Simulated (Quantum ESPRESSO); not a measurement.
# HfN (F-43m) in Quantum ESPRESSO: a series of runs

Runs on HfN. Level: PBEsol+U. Tasks: single point.

All numbers are computed with Quantum ESPRESSO 7.5; they aren't measurements. Logs are shortened: lines on timing, memory, paths and dates and some standing lists are left out, and cuts for length are marked.

## (1) Starting point

It takes space group F-43m (No. 216, cubic). The conventional cell has a = 4.910 Å, b = 4.910 Å, c = 4.910 Å, α = 90.00°, β = 90.00°, γ = 90.00°. Around Hf (site symmetry -43m) lie 4 N at 2.13 Å. N (site symmetry -43m) is surrounded by 4 Hf at 2.13 Å.

The cell comes from a database or a generator and needn't be the stable form of this composition.

## (2) Single point, PBEsol+U

pw.in

```
&CONTROL
  calculation = 'scf'
  prefix = 'pwscf'
  outdir = './tmp'
  pseudo_dir = './pseudo'
  tprnfor = .true.
  tstress = .true.
  disk_io = 'nowf'
/
&SYSTEM
  ibrav = 0
  nat = 2
  ntyp = 2
  ecutwfc = 45
  ecutrho = 360
  nbnd = 18
  occupations = 'smearing'
  smearing = 'fd'
  degauss = 0.00367493
/
&ELECTRONS
  conv_thr = 4d-10
  electron_maxstep = 120
  mixing_beta = 0.3
/
ATOMIC_SPECIES
Hf   178.4900 hf_pbesol_v1.uspp.F.UPF
N     14.0070 n_pbesol_v1.2.uspp.F.UPF
CELL_PARAMETERS bohr
   0.0000000000    4.6389412647    4.6389412647
   4.6389412647    0.0000000000    4.6389412647
   4.6389412647    4.6389412647    0.0000000000
ATOMIC_POSITIONS bohr
Hf     0.0000000000    0.0000000000    0.0000000000
N      2.3194706324    2.3194706324    2.3194706324
K_POINTS automatic
9 9 9 0 0 0
HUBBARD {atomic}
U Hf-5d 4.0
```

Potentials or basis: GBRV 1.5 PBEsol.

On the command line:

```
OMP_NUM_THREADS=1 mpirun -n 2 pw.x -nk 2 -in pw.in > pw.out
```

pw.out:

```text
This program is part of the open-source Quantum ESPRESSO suite
     for quantum simulation of materials; please cite
[... 6 lines left out ...]
     using ibrav=0 with symmetry is DISCOURAGED, use correct ibrav instead

     K-points division:     npool     =       2
     Subspace diagonalization in iterative solution of the eigenvalue problem:
     a serial algorithm will be used

     G-vector sticks info
     --------------------
     sticks:   dense  smooth     PW     G-vecs:    dense   smooth      PW
     Sum        1069     535    163                23049     8099    1459

     Using Slab Decomposition

     bravais-lattice index     =            0
     lattice parameter (alat)  =       6.5605  a.u.
     unit-cell volume          =     199.6580 (a.u.)^3
     number of atoms/cell      =            2
     number of atomic types    =            2
     number of electrons       =        17.00
     number of Kohn-Sham states=           18
     kinetic-energy cutoff     =      45.0000  Ry
     charge density cutoff     =     360.0000  Ry
     scf convergence threshold =      4.0E-10
     mixing beta               =       0.3000
     number of iterations used =            8  plain     mixing
     Exchange-correlation= SLA  PW   PSX  PSC
                           (   1   4  10   8   0   0   0)
     Hubbard projectors: atomic
     Hubbard parameters of DFT+U (Dudarev formulation) in eV:
     U(Hf-5d) =  4.0000

     Internal variables: lda_plus_u =T, lda_plus_u_kind = 0

     Internal variables: orbital_resolved =F, hub_pot_fix =F, apply_U = F

     celldm(1)=   6.560454  celldm(2)=   0.000000  celldm(3)=   0.000000
     celldm(4)=   0.000000  celldm(5)=   0.000000  celldm(6)=   0.000000

     crystal axes: (cart. coord. in units of alat)
               a(1) = (   0.000000   0.707107   0.707107 )
               a(2) = (   0.707107   0.000000   0.707107 )
               a(3) = (   0.707107   0.707107   0.000000 )

     reciprocal axes: (cart. coord. in units 2 pi/alat)
               b(1) = ( -0.707107  0.707107  0.707107 )
               b(2) = (  0.707107 -0.707107  0.707107 )
               b(3) = (  0.707107  0.707107 -0.707107 )

     PseudoPot. # 1 for Hf read from file:
     hf_pbesol_v1.uspp.F.UPF
     Pseudo is Ultrasoft + core correction, Zval = 12.0
     Generated by new atomic code, or converted to UPF format
     Using radial grid of  921 points,  8 beta functions with:
                l(1) =   0
                l(2) =   0
                l(3) =   0
                l(4) =   1
                l(5) =   1
                l(6) =   2
                l(7) =   2
                l(8) =   3
     Q(r) pseudized with  6 coefficients,  rinner =    1.200   1.200   1.200
                                                       1.200   1.200   1.200
                                                       1.200

     PseudoPot. # 2 for N  read from file:
     n_pbesol_v1.2.uspp.F.UPF
     Pseudo is Ultrasoft + core correction, Zval =  5.0
     Generated by new atomic code, or converted to UPF format
     Using radial grid of  729 points,  4 beta functions with:
                l(1) =   0
                l(2) =   0
                l(3) =   1
                l(4) =   1
     Q(r) pseudized with  8 coefficients,  rinner =    0.900   0.900   0.900

     atomic species   valence    mass     pseudopotential
     Hf               12.00   178.49000     Hf( 1.00)
     N                 5.00    14.00700     N ( 1.00)

     24 Sym. Ops. (no inversion) found

   Cartesian axes

     site n.     atom                  positions (alat units)
         1        Hf     tau(   1) = (   0.0000000   0.0000000   0.0000000  )
         2        N      tau(   2) = (   0.3535534   0.3535534   0.3535534  )

     number of k points=    35  Fermi-Dirac smearing, width (Ry)=  0.0037
                       cart. coord. in units 2pi/alat
        k(    1) = (   0.0000000   0.0000000   0.0000000), wk =   0.0027435
        k(    2) = (   0.0785674   0.0785674  -0.0785674), wk =   0.0219479
        k(    3) = (   0.1571348   0.1571348  -0.1571348), wk =   0.0219479
        k(    4) = (   0.2357023   0.2357023  -0.2357023), wk =   0.0219479
        k(    5) = (   0.3142697   0.3142697  -0.3142697), wk =   0.0219479
        k(    6) = (   0.1571348   0.0000000  -0.0000000), wk =   0.0164609
[... 27 lines left out ...]
        k(   34) = (  -0.0000000  -0.4714045   0.6285394), wk =   0.0658436
        k(   35) = (  -0.0785674  -0.3928371   0.7071068), wk =   0.0658436

     Dense  grid:    23049 G-vectors     FFT dimensions: (  40,  40,  40)

     Smooth grid:     8099 G-vectors     FFT dimensions: (  30,  30,  30)

     Check: negative core charge=   -0.000002

     Initial potential from superposition of free atoms

     starting charge      15.0000, renormalised to      17.0000

     negative rho (up, down):  1.197E-01 0.000E+00

     STARTING HUBBARD OCCUPATIONS:

     =================== HUBBARD OCCUPATIONS ===================
     ------------------------ ATOM    1 ------------------------
     Tr[ns(  1)] =   2.00000
     eigenvalues:
       0.200  0.200  0.200  0.200  0.200
     eigenvectors (columns):
       1.000  0.000  0.000  0.000  0.000
       0.000  1.000  0.000  0.000  0.000
       0.000  0.000  1.000  0.000  0.000
       0.000  0.000  0.000  1.000  0.000
       0.000  0.000  0.000  0.000  1.000
     occupation matrix ns (before diag.):
       0.200  0.000  0.000  0.000  0.000
       0.000  0.200  0.000  0.000  0.000
       0.000  0.000  0.200  0.000  0.000
       0.000  0.000  0.000  0.200  0.000
       0.000  0.000  0.000  0.000  0.200

     Number of occupied Hubbard levels =    2.0000

     Atomic wfc used for Hubbard projectors are NOT orthogonalized

     Starting wfcs are   17 randomized atomic wfcs +    1 random wfcs

     Self-consistent Calculation

     iteration #  1     ecut=    45.00 Ry     beta= 0.30
     Davidson diagonalization with overlap
     ethr =  1.00E-02,  avg # of iterations =  4.3

     =================== HUBBARD OCCUPATIONS ===================
     ------------------------ ATOM    1 ------------------------
     Tr[ns(  1)] =   2.73694
     eigenvalues:
       0.170  0.170  0.343  0.343  0.343
     eigenvectors (columns):
      -0.212  0.977 -0.000 -0.000 -0.000
      -0.000  0.000  0.243 -0.788  0.565
      -0.000  0.000  0.639 -0.308 -0.705
       0.977  0.212  0.000 -0.000  0.000
       0.000 -0.000 -0.730 -0.532 -0.429
     occupation matrix ns (before diag.):
       0.170 -0.000 -0.000  0.000  0.000
      -0.000  0.343 -0.000  0.000  0.000
      -0.000 -0.000  0.343  0.000  0.000
       0.000  0.000  0.000  0.170 -0.000
       0.000  0.000  0.000 -0.000  0.343

     Number of occupied Hubbard levels =    2.7369

     negative rho (up, down):  1.145E-01 0.000E+00

     total energy              =    -178.52727910 Ry
     estimated scf accuracy    <       1.84073679 Ry

     iteration #  2     ecut=    45.00 Ry     beta= 0.30
     Davidson diagonalization with overlap
     ethr =  1.00E-02,  avg # of iterations =  1.0

     negative rho (up, down):  1.121E-01 0.000E+00

     total energy              =    -178.52523330 Ry
     estimated scf accuracy    <       0.44176706 Ry

     iteration #  3     ecut=    45.00 Ry     beta= 0.30
     Davidson diagonalization with overlap
     ethr =  2.60E-03,  avg # of iterations =  1.0

     negative rho (up, down):  1.117E-01 0.000E+00

     total energy              =    -178.50704263 Ry
     estimated scf accuracy    <       0.09158351 Ry

     iteration #  4     ecut=    45.00 Ry     beta= 0.30
     Davidson diagonalization with overlap
     ethr =  5.39E-04,  avg # of iterations =  2.0

     negative rho (up, down):  1.133E-01 0.000E+00

     total energy              =    -178.52564775 Ry
     estimated scf accuracy    <       0.00504159 Ry

     iteration #  5     ecut=    45.00 Ry     beta= 0.30
     Davidson diagonalization with overlap
     ethr =  2.97E-05,  avg # of iterations =  2.2

     negative rho (up, down):  1.132E-01 0.000E+00

     total energy              =    -178.52613071 Ry
     estimated scf accuracy    <       0.00018861 Ry

     iteration #  6     ecut=    45.00 Ry     beta= 0.30
     Davidson diagonalization with overlap
     ethr =  1.11E-06,  avg # of iterations =  3.1
[... 15 lines left out ...]
     iteration #  8     ecut=    45.00 Ry     beta= 0.30
     Davidson diagonalization with overlap
     ethr =  4.13E-09,  avg # of iterations =  2.0

     negative rho (up, down):  1.127E-01 0.000E+00

     total energy              =    -178.52616867 Ry
     estimated scf accuracy    <       0.00000021 Ry

     iteration #  9     ecut=    45.00 Ry     beta= 0.30
     Davidson diagonalization with overlap
     ethr =  1.23E-09,  avg # of iterations =  1.0

     negative rho (up, down):  1.127E-01 0.000E+00

     total energy              =    -178.52616871 Ry
     estimated scf accuracy    <       0.00000004 Ry

     iteration # 10     ecut=    45.00 Ry     beta= 0.30
     Davidson diagonalization with overlap
     ethr =  2.20E-10,  avg # of iterations =  1.0

     negative rho (up, down):  1.127E-01 0.000E+00

     total energy              =    -178.52616872 Ry
     estimated scf accuracy    <          2.8E-09 Ry

     iteration # 11     ecut=    45.00 Ry     beta= 0.30
     Davidson diagonalization with overlap
     ethr =  1.65E-11,  avg # of iterations =  1.3

     negative rho (up, down):  1.127E-01 0.000E+00

     End of self-consistent calculation

     =================== HUBBARD OCCUPATIONS ===================
     ------------------------ ATOM    1 ------------------------
     Tr[ns(  1)] =   3.90140
     eigenvalues:
       0.223  0.223  0.502  0.502  0.502
     eigenvectors (columns):
       0.121 -0.993 -0.000  0.000 -0.000
       0.000 -0.000  0.243 -0.968 -0.061
       0.000 -0.000  0.631  0.206 -0.748
      -0.993 -0.121  0.000 -0.000  0.000
      -0.000  0.000 -0.737 -0.144 -0.661
     occupation matrix ns (before diag.):
       0.223 -0.000 -0.000  0.000  0.000
      -0.000  0.502 -0.000  0.000  0.000
      -0.000 -0.000  0.502  0.000  0.000
       0.000  0.000  0.000  0.223 -0.000
       0.000  0.000  0.000 -0.000  0.502

     Number of occupied Hubbard levels =    3.9014

          k = 0.0000 0.0000 0.0000 (   965 PWs)   bands (ev):

   -48.7244 -17.2907 -17.2907 -17.2907  -2.1344   8.4454   8.4454   8.4454
    13.1123  16.9439  16.9439  20.4262  20.4262  20.4262  27.0670  27.0670
    27.0670  27.9315

          k = 0.0786 0.0786-0.0786 (   995 PWs)   bands (ev):

   -48.7220 -17.3485 -17.2982 -17.2982  -1.9888   8.1787   8.5441   8.5441
    13.7659  16.7134  16.7134  20.1030  20.7359  20.7359  25.2510  27.1690
    27.1690  29.2445

          k = 0.1571 0.1571-0.1571 (  1001 PWs)   bands (ev):

   -48.7159 -17.4910 -17.3169 -17.3169  -1.6363   7.8335   8.7898   8.7898
    15.0498  16.4434  16.4434  19.5122  20.9557  20.9557  22.8407  27.6955
    27.6955  30.6856

          k = 0.2357 0.2357-0.2357 (  1008 PWs)   bands (ev):

   -48.7090 -17.6472 -17.3380 -17.3380  -1.2712   7.8471   9.0547   9.0547
    15.7177  16.5938  16.5938  18.8051  20.3325  20.3325  21.9230  28.7792
    28.7792  30.5294

          k = 0.3143 0.3143-0.3143 (  1026 PWs)   bands (ev):

   -48.7046 -17.7464 -17.3518 -17.3518  -1.0592   8.0960   9.2143   9.2143
    15.4621  17.1624  17.1624  18.0688  19.2953  19.2953  22.9207  29.1581
    29.6466  29.6466

          k = 0.1571 0.0000-0.0000 (  1002 PWs)   bands (ev):

   -48.7210 -17.3496 -17.3098 -17.3098  -1.9390   8.0444   8.6132   8.6132
    13.9710  16.1714  17.1016  20.5025  20.5025  20.6549  25.8089  26.5380
    26.5380  29.6772

          k = 0.2357 0.0786-0.0786 (  1008 PWs)   bands (ev):

   -48.7157 -17.4556 -17.3315 -17.3255  -1.6530   7.7506   8.8128   8.8464
    14.9449  15.7323  17.1115  19.9081  20.5811  21.1050  23.8606  26.4500
    27.3575  30.6787

          k = 0.3143 0.1571-0.1571 (  1014 PWs)   bands (ev):

   -48.7091 -17.6000 -17.3532 -17.3499  -1.2924   7.7391   9.0293   9.1252
    15.2284  16.1705  17.2050  19.2326  20.0819  21.0311  22.3796  27.2890
    28.5371  31.2151
[... 133 lines left out ...]
          k =-0.0786-0.3928 0.5500 (  1020 PWs)   bands (ev):

   -48.6978 -17.6718 -17.5264 -17.4038  -0.7269   8.6174   9.0356   9.9923
    13.1086  16.0443  17.4407  19.6558  20.2299  21.8602  23.9996  26.1556
    27.4881  31.4340

          k =-0.0000-0.3143 0.4714 (  1019 PWs)   bands (ev):

   -48.7003 -17.6537 -17.5053 -17.3812  -0.8377   8.3318   9.0127   9.7458
    13.8672  15.8407  17.5763  19.6580  20.5250  20.9921  23.4878  25.9700
    28.4183  31.8528

          k =-0.0786-0.5500 0.7071 (  1017 PWs)   bands (ev):

   -48.6920 -17.7182 -17.4757 -17.4389  -0.6797   7.9644   9.8943  10.2732
    12.7379  16.1995  18.1773  18.7666  19.6854  22.7808  25.2968  25.9746
    26.8182  29.6740

          k =-0.0000-0.4714 0.6285 (  1018 PWs)   bands (ev):

   -48.6941 -17.6913 -17.5214 -17.4310  -0.6527   8.3341   9.5701  10.2835
    12.5576  15.9925  17.7404  19.1397  20.1871  23.5845  24.3042  25.5000
    26.8100  30.7983

          k =-0.0786-0.3928 0.7071 (  1022 PWs)   bands (ev):

   -48.6957 -17.6683 -17.5371 -17.4293  -0.6620   8.6495   9.0987  10.2945
    12.6598  15.7413  18.0070  19.0770  20.4596  23.0617  24.4746  25.9334
    26.0491  32.1848

     the Fermi energy is    14.0518 ev

!    total energy              =    -178.52616873 Ry
     estimated scf accuracy    <          6.6E-11 Ry
     smearing contrib. (-TS)   =      -0.00042362 Ry
     internal energy E=F+TS    =    -178.52574511 Ry

     The total energy is F=E-TS. E is the sum of the following terms:
     one-electron contribution =     -24.02294328 Ry
     hartree contribution      =      19.73340714 Ry
     xc contribution           =     -80.67130520 Ry
     ewald contribution        =     -93.88715627 Ry
     Hubbard energy            =       0.32225252 Ry

     convergence has been achieved in  11 iterations

     negative rho (up, down):  1.127E-01 0.000E+00

     Forces acting on atoms (cartesian axes, Ry/au):

     atom    1 type  1   force =    -0.00000000   -0.00000000    0.00000000
     atom    2 type  2   force =     0.00000000    0.00000000    0.00000000

     Total force =     0.000000     Total SCF correction =     0.000000

     Computing stress (Cartesian axis) and pressure

     negative rho (up, down):  1.127E-01 0.000E+00
          total   stress  (Ry/bohr**3)                   (kbar)     P=       16.39
   0.00011139   0.00000000   0.00000000           16.39        0.00        0.00
   0.00000000   0.00011139   0.00000000            0.00       16.39        0.00
   0.00000000   0.00000000   0.00011139            0.00        0.00       16.39

=------------------------------------------------------------------------------=
   JOB DONE.
=------------------------------------------------------------------------------=
```

Run time: 10 s. Hardware: 2 MPI ranks of Arm Neoverse V1, shared host; peak memory 0.28 GiB.

Results:

```yaml
Free_energy: -2428.9723 eV
Pressure: 1.6 GPa
Band_gap_on_the_k_mesh: none (metal or under the smearing width)
```

Eigenvalues of the final occupation matrices:
```tsv
site	spin	trace	eigenvalues
Hf 1 5d	each	1.95	0.22 0.22 0.50 0.50 0.50
```

Caveat: U without spin polarisation on a metal has little footing. Spin-orbit coupling is left out, which matters for the levels of Hf.

## (3) Single point, PBEsol+U

Changes to pw.in since step 2:

```diff
@@ -38,2 +38,2 @@
 HUBBARD {atomic}
-U Hf-5d 4.0
+U Hf-5d 5.0
```

Potentials or basis: GBRV 1.5 PBEsol.

On the command line:

```
OMP_NUM_THREADS=1 mpirun -n 2 pw.x -nk 2 -in pw.in > pw.out
```

pw.out:

```text
This program is part of the open-source Quantum ESPRESSO suite
     for quantum simulation of materials; please cite
         "P. Giannozzi et al., J. Phys.:Condens. Matter 21 395502 (2009);
         "P. Giannozzi et al., J. Phys.:Condens. Matter 29 465901 (2017);
         "P. Giannozzi et al., J. Chem. Phys. 152 154105 (2020);
     in publications or presentations arising from this work. More details at

     Message from routine setup:
     using ibrav=0 with symmetry is DISCOURAGED, use correct ibrav instead

     K-points division:     npool     =       2
     Subspace diagonalization in iterative solution of the eigenvalue problem:
     a serial algorithm will be used

     G-vector sticks info
     --------------------
     sticks:   dense  smooth     PW     G-vecs:    dense   smooth      PW
     Sum        1069     535    163                23049     8099    1459

     Using Slab Decomposition

     bravais-lattice index     =            0
     lattice parameter (alat)  =       6.5605  a.u.
[... 294 lines left out ...]

          k = 0.0786 0.0786-0.0786 (   995 PWs)   bands (ev):
[... 199 lines left out ...]
   -48.7007 -17.6716 -17.5411 -17.4293  -0.6235   8.7876   9.2392  10.3374
    12.6468  15.9096  18.2191  19.1206  20.5330  23.0794  24.4921  25.9447
    26.0595  32.1962

     the Fermi energy is    14.1099 ev

!    total energy              =    -178.44621695 Ry
     estimated scf accuracy    <          1.0E-10 Ry
     smearing contrib. (-TS)   =      -0.00043586 Ry
     internal energy E=F+TS    =    -178.44578110 Ry

     The total energy is F=E-TS. E is the sum of the following terms:
     one-electron contribution =     -24.03315204 Ry
     hartree contribution      =      19.75524481 Ry
     xc contribution           =     -80.67739973 Ry
     ewald contribution        =     -93.88715627 Ry
     Hubbard energy            =       0.39668214 Ry

     convergence has been achieved in  11 iterations

     negative rho (up, down):  1.128E-01 0.000E+00

     Forces acting on atoms (cartesian axes, Ry/au):

     atom    1 type  1   force =     0.00000000    0.00000000   -0.00000000
     atom    2 type  2   force =     0.00000000    0.00000000   -0.00000000

     Total force =     0.000000     Total SCF correction =     0.000000

     Computing stress (Cartesian axis) and pressure

     negative rho (up, down):  1.128E-01 0.000E+00
          total   stress  (Ry/bohr**3)                   (kbar)     P=       35.74
   0.00024297  -0.00000000   0.00000000           35.74       -0.00        0.00
   0.00000000   0.00024297   0.00000000            0.00       35.74        0.00
   0.00000000   0.00000000   0.00024297            0.00        0.00       35.74

=------------------------------------------------------------------------------=
   JOB DONE.
=------------------------------------------------------------------------------=
```

Run time: 11 s. Hardware: 2 MPI ranks of Arm Neoverse V1, shared host; peak memory 0.28 GiB.

What came out:

```
Free energy            : -2427.8845 eV
Pressure               : 3.6 GPa
Band gap on the k mesh : none (metal or under the smearing width)
```

Levels at points of the mesh, in eV from the Fermi level:
```
           k point  band 6  band 7  band 8  band 9  band 10  band 11  band 12  band 13
(0.00, 0.00, 0.00)   -5.65   -5.65   -5.65   -0.98     3.14     3.14     6.33     6.33
```

Eigenvalues of the final occupation matrices:
```
   site  spin  trace               eigenvalues
Hf 1 5d  each   1.94  0.21 0.21 0.51 0.51 0.51
```

Caveat: U without spin polarisation on a metal has little footing. The run has no spin-orbit coupling, so splittings on Hf are missing.
